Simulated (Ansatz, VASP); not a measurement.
## SiC in two plane-wave programs

One calculation is typed for both programs; each brings its own data sets. How far apart do they land? The cell is taken from a series of runs on this material, whose earlier steps may have relaxed, scaled, displaced or heated it; both programs get it as it stands.

Program: Ansatz 0.2.0. Level of theory: plane waves, with VASP 6.6.1 beside it; relaxation of cell and atoms at r2SCAN. Results are calculated unless marked as measured.

### 1. Set-up

Symmetry: F-43m, No. 216, cubic system. Conventional cell: a = 4.359 Å, b = 4.359 Å, c = 4.359 Å, α = 90.00°, β = 90.00°, γ = 90.00°. Si has 4 C at 1.89 Å nearest. Nearest to C lie 4 Si at 1.89 Å. Farther neighbours are not listed. That group holds within 0.01 Å; judged at 0.001 Å it is R3m (No. 160).

Coordinates:

```xyz
2
Lattice="1.5400 0.8891 2.5200 -1.5400 0.8891 2.5200 0.0000 -1.7782 2.5200" Properties=species:S:1:pos:R:3 pbc="T T T"
Si    0.0000    0.0000    0.0000
C     0.0000    0.0000    5.6700
```

### 2. VASP: relaxation of cell and atoms, r2SCAN, pair 1

The relaxed volume is the usual yardstick between codes: in a stiff, nearly cubic crystal its relative difference is about their pressure difference at one cell divided by the bulk modulus.

Lines of VASP's logs that name or quote its potential files are left out, and so is its time.

Input file INCAR:

```
SYSTEM = SiC
PREC = Accurate
ENCUT = 660
EDIFF = 1E-07
NELM = 120
ISMEAR = -1
SIGMA = 0.02
LREAL = .FALSE.
ALGO = Normal
METAGGA = R2SCAN
LASPH = .TRUE.
NBANDS = 10
LORBIT = 11
LWAVE = .FALSE.
LCHARG = .FALSE.
ISIF = 3
IBRION = 2
NSW = 80
EDIFFG = -0.005
GGA_COMPAT = .FALSE.
NELMIN = 4
EFERMI = MIDGAP
LMIXTAU = .TRUE.
KPAR = 2
```

Input file POSCAR:

```
SiC
1.0
    1.5400000000      0.8891194100      2.5200000000
   -1.5400000000      0.8891194100      2.5200000000
    0.0000000000     -1.7782388300      2.5200000000
Si C
1 1
Direct
    0.0000000000      0.0000000000      0.0000000000
    0.7500000000      0.7500000000      0.7500000000
```

Input file KPOINTS:

```
Automatic mesh
0
Gamma
12 12 12
0 0 0
```

Potentials, in the order of the species: Si and C (PBE family, release 64).

The run is started by

```sh
$ mpirun -np 2 vasp_std
```

Numbers of over 12 decimals in the logs are rounded to 6 here.

The program printed:

```text
[banner, memory and clock lines left out]
running    2 mpi-ranks, on    1 nodes
 distrk:  each k-point on    1 cores,    2 groups
 distr:  one band on    1 cores,    1 groups

 POSCAR found type information on POSCAR SiC
 POSCAR found :  2 types and       2 ions
|                                                                             |
|               ----> ADVICE to this user running VASP <----                  |
|                                                                             |
|     You enforced a specific xc type in the INCAR file but a different       |
|     [... a line on the potential file left out ...]
|     I HOPE YOU KNOW WHAT YOU ARE DOING!                                     |
|                                                                             |

 LDA part: xc-table for (None), standard interpolation
 POSCAR, INCAR and KPOINTS ok, starting setup
 FFT: planning ... GRIDC
 FFT: planning ... GRID_SOFT
 FFT: planning ... GRID
 WAVECAR not read
 entering main loop
       N       E                     dE             d eps       ncg     rms          rms(c)
DAV:   1     0.271224340031E+01    0.27122E+01   -0.47886E+03  3860   0.854E+02
DAV:   2    -0.215648924863E+02   -0.24277E+02   -0.23141E+02  4956   0.127E+02
DAV:   3    -0.223233731949E+02   -0.75848E+00   -0.75672E+00  4462   0.201E+01
DAV:   4    -0.223266036896E+02   -0.32305E-02   -0.32302E-02  4414   0.161E+00
DAV:   5    -0.223266175794E+02   -0.13890E-04   -0.13890E-04  4360   0.100E-01    0.918E+00
DAV:   6    -0.191460851389E+02    0.31805E+01   -0.53343E+00  4146   0.126E+01    0.538E+00
DAV:   7    -0.190966472459E+02    0.49438E-01   -0.67158E-01  4146   0.489E+00    0.189E+00
DAV:   8    -0.191241518966E+02   -0.27505E-01   -0.39372E-01  3780   0.472E+00    0.145E+00
DAV:   9    -0.193146464185E+02   -0.19049E+00   -0.53384E-02  3850   0.205E+00    0.571E-01
DAV:  10    -0.193200466904E+02   -0.54003E-02   -0.72630E-03  3898   0.833E-01    0.285E-01
DAV:  11    -0.193322971572E+02   -0.12250E-01   -0.50192E-03  3798   0.726E-01    0.365E-02
DAV:  12    -0.193308030132E+02    0.14941E-02   -0.19850E-03  3814   0.382E-01    0.837E-02
DAV:  13    -0.193311285828E+02   -0.32557E-03   -0.37638E-04  4024   0.122E-01    0.504E-02
DAV:  14    -0.193314264721E+02   -0.29789E-03   -0.78704E-05  3850   0.835E-02    0.842E-03
DAV:  15    -0.193314246192E+02    0.18529E-05   -0.45268E-06  4936   0.201E-02    0.590E-03
DAV:  16    -0.193314274585E+02   -0.28393E-05   -0.20650E-06  3890   0.121E-02    0.452E-03
DAV:  17    -0.193314270968E+02    0.36166E-06   -0.38758E-07  3870   0.550E-03    0.400E-03
DAV:  18    -0.193314270087E+02    0.88120E-07   -0.85041E-08  1976   0.233E-03
   1 F= -.19331427E+02 E0= -.19331427E+02  d E =-.193314E+02
[...]
2 F= -.19331369E+02 E0= -.19331369E+02  d E =0.575693E-04
[...]
3 F= -.19331700E+02 E0= -.19331700E+02  d E =-.273143E-03
[...]
4 F= -.19331706E+02 E0= -.19331706E+02  d E =-.567661E-05
 trial-energy change:   -0.000006  1 .order   -0.000006   -0.000017    0.000006
 step:   0.6704(harm=  0.6704)  dis= 0.00041  next Energy=   -19.331707 (dE=-0.641E-05)
 bond charge predicted
       N       E                     dE             d eps       ncg     rms          rms(c)
DAV:   1    -0.193317065700E+02   -0.79154E-06   -0.47084E-05  3808   0.534E-02    0.164E-03
DAV:   2    -0.193317065781E+02   -0.80070E-08   -0.32451E-07  4546   0.514E-03    0.923E-04
DAV:   3    -0.193317065129E+02    0.65140E-07   -0.10695E-07  2452   0.282E-03    0.359E-04
DAV:   4    -0.193317065680E+02   -0.55092E-07   -0.49418E-08  1956   0.185E-03
   5 F= -.19331707E+02 E0= -.19331707E+02  d E =-.641629E-05
 curvature:  -0.34 expect dE=-0.300E-06 dE for cont linesearch -0.228E-09
 trial: gam= 0.05227 g(F)=  0.118E-06 g(S)=  0.761E-06 ort =-0.114E-06 (trialstep = 0.850E+00)
 search vector abs. value=  0.921E-06
 reached required accuracy - stopping structural energy minimisation
```

From OUTCAR (step 2):

```text
ion  position               nearest neighbor table
   1  0.000  0.000  0.000-   2 1.89   2 1.89   2 1.89   2 1.89
   2  0.750  0.750  0.750-   1 1.89   1 1.89   1 1.89   1 1.89

  LATTYP: Found a trigonal (rhomboedric) cell.
 ALAT       =     3.0842395052
 COS(alpha) =     0.5013736259

 Subroutine GETGRP returns: Found  6 space group operations
 (whereof  6 operations were pure point group operations)

The static configuration has the point symmetry C_3v.

 Found    189 irreducible k-points:

   k-points           NKPTS =    189   k-points in BZ     NKDIM =    189   number of bands    NBANDS=     10

   dimension x,y,z NGX =    28 NGY =   28 NGZ =   28
   dimension x,y,z NGXF=    56 NGYF=   56 NGZF=   56

   ENCUT  =  660.0 eV  48.51 Ry    6.96 a.u.   6.46  6.46  6.46*2*pi/ulx,y,z

   NELECT =       8.0000    total number of electrons

 k-points in reciprocal lattice and weights: Automatic mesh
   0.00000000  0.00000000  0.00000000       0.001
   0.08333333  0.00000000  0.00000000       0.003
   0.16666667  0.00000000  0.00000000       0.003
   0.25000000  0.00000000  0.00000000       0.003
   0.33333333  0.00000000  0.00000000       0.003
   0.41666667  0.00000000  0.00000000       0.003
   0.50000000  0.00000000  0.00000000       0.002
   0.08333333  0.08333333  0.00000000       0.003
   0.16666667  0.08333333  0.00000000       0.007
[...]
-0.41666667  0.50000000  0.41666667       0.003
   0.50000000  0.50000000  0.50000000       0.001

 average (electrostatic) potential at core
       1 -83.2877       2 -46.6413

 E-fermi :   8.8761

 k-point     1 :       0.0000    0.0000    0.0000
  band No.  band energies     occupation
      1      -8.1884      2.00000
      2       8.0134      2.00000
      3       8.0136      2.00000
      4       8.0136      2.00000
      5      14.8862      0.00000
      6      15.8862      0.00000
      7      15.8880      0.00000
      8      15.8880      0.00000
      9      23.2430      0.00000
    ...

 k-point     2 :       0.0833    0.0000    0.0000
  band No.  band energies     occupation
      1      -8.0474      2.00000
      2       7.2585      2.00000
      3       7.9143      2.00000
      4       7.9144      2.00000
      5      15.1211      0.00000
      6      16.0738      0.00000
      7      16.0754      0.00000
      8      16.0893      0.00000
      9      22.5089      0.00000
    ...

 k-point     3 :       0.1667    0.0000    0.0000
  band No.  band energies     occupation
      1      -7.6288      2.00000
      2       5.5441      2.00000
      3       7.6680      2.00000
      4       7.6683      2.00000
      5      14.9629      0.00000
      6      16.4376      0.00000
      7      16.4391      0.00000
      8      17.1090      0.00000
      9      21.7105      0.00000
    ...

  Total        0.0038069      0.0038069     -0.0016074     -0.0000000      0.0000000      0.0000000
  in kB        0.2956564      0.2956564     -0.1248312     -0.0000000      0.0000000      0.0000000
  external PRESSURE =       0.1554939 kB  Pullay stress =       0.0000000 kB

  energy-cutoff  :      660.00
  volume of cell :       20.63
      direct lattice vectors                 reciprocal lattice vectors
     1.539209665  0.888663110  2.513701887     0.324842035  0.187547637  0.132606550
    -1.539209665  0.888663110  2.513701887    -0.324842035  0.187547637  0.132606550
     0.000000000 -1.777326230  2.513701887     0.000000000 -0.375095273  0.132606549

 POSITION                                       TOTAL-FORCE (eV/Angst)
 -----------------------------------------------------------------------------------
      0.00000     -0.00000      0.00001        -0.000000      0.000000     -0.001106
      0.00000     -0.00000      5.65582         0.000000     -0.000000      0.001106
 -----------------------------------------------------------------------------------
    total drift:                                0.000000     -0.000000      0.000141

  FREE ENERGIE OF THE ION-ELECTRON SYSTEM (eV)
  ---------------------------------------------------
  free  energy   TOTEN  =       -19.3317065680 eV

  energy  without entropy=      -19.3317065680  energy(sigma->0) =      -19.33170657

 reached required accuracy - stopping structural energy minimisation

 total charge
# of ion       s       p       d       tot
------------------------------------------
    1        0.702   0.982   0.000   1.685
    2        0.849   1.718   0.000   2.567
--------------------------------------------------
tot          1.551   2.700   0.000   4.251

[... 3 further parts left out ...]
```

The run keeps the 6 symmetry operations of its start, so it cannot find a distortion of lower symmetry.

### 3. Ansatz: relaxation of cell and atoms, r2SCAN, pair 1

Ansatz runs on its PAW soft_1 files.

The same cell, functional, mesh and smearing now go to Ansatz.

Input file input.yaml:

```yaml
crystal:
  lattice:
    - [1.54, 0.88911941, 2.52]
    - [-1.54, 0.88911941, 2.52]
    - [0.0, -1.77823883, 2.52]
  atoms:
    - { symbol: Si, position: [0.0, 0.0, 0.0] }
    - { symbol: C, position: [0.75, 0.75, 0.75] }
kpoints:
  mp_grid: { grid: [12, 12, 12] }
scf:
  occupations: { method: fermi_dirac, width: 0.02 }
hamiltonian:
  xc: r2scan
  pseudopotentials: { kind: paw, azcp: { folder: soft_1 } }
basis:
  ecutwfc: 600
output:
  forces: true
  stress: true
relax:
  f_tol: 0.005
  max_steps: 70
  cell: { stress_tol: 0.02, p_target: 0 }
```

The run is started by

```sh
$ ansatz run input.yaml --threads 4 --pin off --max-ram 10240MiB --backend cpu --events-out ev --progress --plain --runs-dir out
```

The program printed:

```text
Engine: ansatz 0.2.0, aarch64-unknown-linux-gnu
Pseudopotentials: kind: paw
Pseudopotential: Si, paw, valence charge 4, recommended cutoff 500 eV (meta_gga), soft_1/Si.paw.azcp
Pseudopotential: C, paw, valence charge 4, recommended cutoff 500 eV (meta_gga), soft_1/C.paw.azcp
Functional definition: r2SCAN
  parameter k0 = 0.174
  parameter k1 = 0.065
  parameter a1 = 4.9479
  exchange = r2scan_x(k0 = k0, k1 = k1, a1 = a1)
  correlation = r2scan_c
Crystal: 2 atoms, lattice volume = 20.703 Å³
Basis set: ecut = 600 eV, 701 PW (Γ), exchange–correlation on 100×100×100 points (64 copies of the dense FFT grid, shifted against one another)
Bands: 8, of which v1, the nominal top of the filled ones, is band 4 counted from 1 (3 counted from 0)
Symmetry: 6 space group operations
Space group: R3m (ITA 160), of the structure as read, at distance tolerance 2.7e-5 Å
k-points: 189 of 1728 (time reversal used)
Non-local potential: Si, projectors of the file, l = 0: 2, l = 1: 2, l = 2: 1
Non-local potential: C, projectors of the file, l = 0: 2, l = 1: 2, l = 2: 1
PAW form: soft (Blöchl's): semilocal exchange-correlation on the pseudo side does not see the compensation charge
PAW frozen core: Si, regenerated for the run's functional (the file was generated under x = pbe(κ = 0.804, μ = 0.219515), c = pbe(β = 0.066725))
PAW frozen core: C, regenerated for the run's functional (the file was generated under x = pbe(κ = 0.804, μ = 0.219515), c = pbe(β = 0.066725))
PAW one-centre angular grid: Si, 302 points (default); XC on 160 Gauss nodes
PAW one-centre angular grid: C, 302 points (default); XC on 219 of its mesh's 2255 points in the sphere
Initial density: superposition of atomic densities (chi_scale 0.1, normalization cell, long waves kept (reshape's long-wave potential 0.00 eV rms))
Initial wavefunctions: pseudopotential atomic-orbital guess
Functional: x = r2scan, c = r2scan; τ floored in thin density (d = 2e-4 eV/Å³)
SCF iter   1: F=—  HF=-892.423833 eV  |F-HF|=—  |Δ(HF+E_count)|=         —  Δρ=1.33e-1  dr2=4.51e0  dr2_τ=5.14e-1  ethr=3.10e-3  ⟨swp⟩=6.1  Hψ=13362  notcnv=0
preconditioner: auto → none  [insulator: Δε(μ)=3.253 eV  Ē_g=15.653 eV  σ=0.020 eV  W_gap=1.00  n_scr=0 (ndim 8)  ℏωp=23.1 eV  f_vac=0.000  D(μ)=0.00/eV (n_scr^D=0)  ε∞_Penn≈3.2]
SCF iter   2: F=—  HF=-891.287013 eV  |F-HF|=—  |Δ(HF+E_count)|=    1.14e0  Δρ=4.38e-2  dr2=2.00e-1  dr2_τ=1.02e-1  ethr=3.10e-3  ⟨swp⟩=3.0  Hψ=5156  notcnv=0
SCF iter   3: F=—  HF=-891.321465 eV  |F-HF|=—  |Δ(HF+E_count)|=   3.45e-2  Δρ=2.03e-2  dr2=4.46e-2  dr2_τ=1.43e-3  ethr=2.50e-3  ⟨swp⟩=2.9  Hψ=2895  notcnv=0
SCF iter   4: F=—  HF=-891.331022 eV  |F-HF|=—  |Δ(HF+E_count)|=   9.56e-3  Δρ=4.04e-3  dr2=1.59e-3  dr2_τ=4.70e-5  ethr=5.57e-4  ⟨swp⟩=2.1  Hψ=2318  notcnv=0
SCF iter   5: F=—  HF=-891.331678 eV  |F-HF|=—  |Δ(HF+E_count)|=   6.55e-4  Δρ=6.08e-4  dr2=3.42e-5  dr2_τ=8.35e-7  ethr=1.99e-5  ⟨swp⟩=3.0  Hψ=2992  notcnv=0
SCF iter   6: F=—  HF=-891.331698 eV  |F-HF|=—  |Δ(HF+E_count)|=   2.03e-5  Δρ=5.76e-5  dr2=5.68e-7  dr2_τ=7.26e-9  ethr=4.27e-7  ⟨swp⟩=2.0  Hψ=2268  notcnv=0
SCF iter   7: F=-891.331698 eV  HF=-891.331698 eV  |F-HF|=1.79e-10  |Δ(HF+E_count)|=   8.31e-8  Δρ=2.84e-6  dr2=1.48e-9  dr2_τ=9.28e-11  ethr=1.25e-9  ⟨swp⟩=4.5  Hψ=4689  notcnv=0
SCF 1 converged in 7 iterations: F = -891.331698 eV  dr2 = 1.48e-9
  greatest PAW one-centre occupation: 0.659 electrons in one spin orbital (limit 2), on the C atom at site 1 (counted from 0), in its partial waves of l = 0
relax step   1: F+E_penalty+E_count = -891.33169808 eV  Δ(F+E_penalty+E_count) = +0.000e0 eV  max|allowed force component| = 1.781e-2 eV/Å  Δτ_max = 0.0000 Å  P = -0.350 GPa  Ω = 20.703 Å³  (7 SCF iters, dr2 threshold 1.00e-7 eV, accepted)
[...]
relax step   2: F+E_penalty+E_count = -891.33180126 eV  Δ(F+E_penalty+E_count) = -1.032e-4 eV  max|allowed force component| = 3.354e-2 eV/Å  Δτ_max = 0.0009 Å  P = -0.161 GPa  Ω = 20.686 Å³  energy of the carried Pulay correction = +4.145e-6 eV  (4 SCF iters, dr2 threshold 2.00e-7 eV, accepted)
[...]
relax step   3: F+E_penalty+E_count = -891.33183255 eV  Δ(F+E_penalty+E_count) = -3.129e-5 eV  max|allowed force component| = 1.877e-2 eV/Å  Δτ_max = 0.0005 Å  P = -0.068 GPa  Ω = 20.677 Å³  energy of the carried Pulay correction = +6.187e-6 eV  (3 SCF iters, dr2 threshold 7.48e-8 eV, accepted)
[...]
relax step   4: F+E_penalty+E_count = -891.33184440 eV  Δ(F+E_penalty+E_count) = -1.185e-5 eV  max|allowed force component| = 9.394e-5 eV/Å  Δτ_max = 0.0005 Å  P = -0.000 GPa  Ω = 20.671 Å³  energy of the carried Pulay correction = +7.660e-6 eV  (3 SCF iters, dr2 threshold 6.13e-8 eV, accepted)
[...]
relax step   5: F+E_penalty+E_count = -891.33183708 eV  Δ(F+E_penalty+E_count) = +7.315e-6 eV  max|allowed force component| = 6.750e-5 eV/Å  Δτ_max = 0.0000 Å  P = +0.000 GPa  Ω = 20.671 Å³  stress off target by 2.91e-4 GPa  SCF on the basis re-selected at this cell (its energy is not comparable with the rows above)  (4 SCF iters)
basis re-selected at this cell: Δ(F+E_penalty+E_count) = +7.315e-6 eV, ΔP = +0.001 GPa vs the last step (what re-selecting the basis moved, of the pressure what is left beyond the Pulay correction that the steps carried, after the strain that the cell walked since its last selection, with what the two solves' SCF thresholds leave and, on support functions, any second-order correction that the steps lacked; it is no m [...]
SCF converged after 4 iterations
Free energy (F): -891.331837 eV
Harris-Foulkes:  -891.331837 eV  (|F-HF|=2.05e-12)
Internal energy: -891.331837 eV  (E = F + TS)
E sigma→0 (E₀):  -891.331837 eV
Fermi energy:    10.235272 eV
--- Per-component energies (eV) ---
  E_band       = 25.532526
  E_kinetic    = 133.811008
  E_local      = -94.972210  (includes V_loc(G=0)·N_el)
  E_nonlocal   = 43.956276
  E_hartree    = 32.236236
  E_xc         = -101.458095
  E_vxc        = -117.830101  (∫ρ·V_xc dr)
  E_paw        = -619.923293  (= ΣΔE_a)
  E_vpaw       = -9.381666  (= ΣTr[D̂ρ^β])
  E_aug_tail   = 0.000012  (compensation charges beyond the density's cutoff)
  E_vtau       = 5.476734  (kinetic-family band-sum trace: ∫τ·v_τ [+ j·A + Jᵃ·Aᵃ] dr)
  E_ewald      = -284.880563
  E_core_change = -0.101207  (= ΣΔE_core)
  E_smearing   = -0.000000  (= −TS)
  E_closure    = -0.000000  (closes the sum)
  Σ components = -891.331837   (vs F -891.331837, Δ=0.00e0)
--- Forces (eV/Å), atoms counted from 1 ---
  atom   1  Si    -0.00000000    -0.00000000     0.00006827
  atom   2  C      0.00000000     0.00000000    -0.00006674
  max |Σ_I F_I| component: 1.53e-6 eV/Å
--- Stress (GPa, compression-positive) ---
        0.000291       0.000000       0.000000
        0.000000       0.000291       0.000000
        0.000000       0.000000       0.000181
  P = ⅓ Tr σ = 0.0003 GPa (0.003 kbar)
--- Relaxed structure (4 steps of the walk, 4 accepted, 1 SCFs on fresh bases) ---
  F+E_penalty+E_count = -891.33183708 eV   max|allowed force component| = 6.750e-5 eV/Å   (the final SCF, on the basis selected at the relaxed cell)
  cell:  # Å, volume = 20.6709 Å³
    - [1.540262, 0.889271, 2.515239]
    - [-1.540262, 0.889271, 2.515239]
    - [0, -1.778541, 2.515239]
  atoms:
    - { symbol: Si, position: [-2.5209173413820546e-7, -2.5209173413820546e-7, -2.520917341382054e-7] }
    - { symbol: C, position: [0.750000, 0.750000, 0.750000] }
```

### 4. Comparison

Known differences besides the potentials themselves: VASP keeps PBE cores, Ansatz makes them for the functional; the cutoff is 600 eV in Ansatz and 660 eV in VASP; Ansatz adds a Pulay correction to the stress that steers its cell, VASP none. Total energies have different zeros and are not compared.

Both answers:

| quantity | Ansatz | VASP | difference |
| --- | --- | --- | --- |
| volume (Å³) | 20.67 | 20.63 | +0.20 % |
| edge a after relaxation, in the typed setting (Å) | 3.080 | 3.079 | +0.06 % |

(Part 1 of 2 ends here.)

[Lines on the potential files, build, host, timing and source positions are cut from VASP's logs without a mark.]

[Logs are printed without paths, hosts, clocks, repeated set-up lines and the standing remarks that a program may print on its own settings, such as how far it seeks lower states.]

[Hosts, paths, dates, database ids (printed as entryN), source tags and the programs' standing remarks are cut or masked in the printed files.]
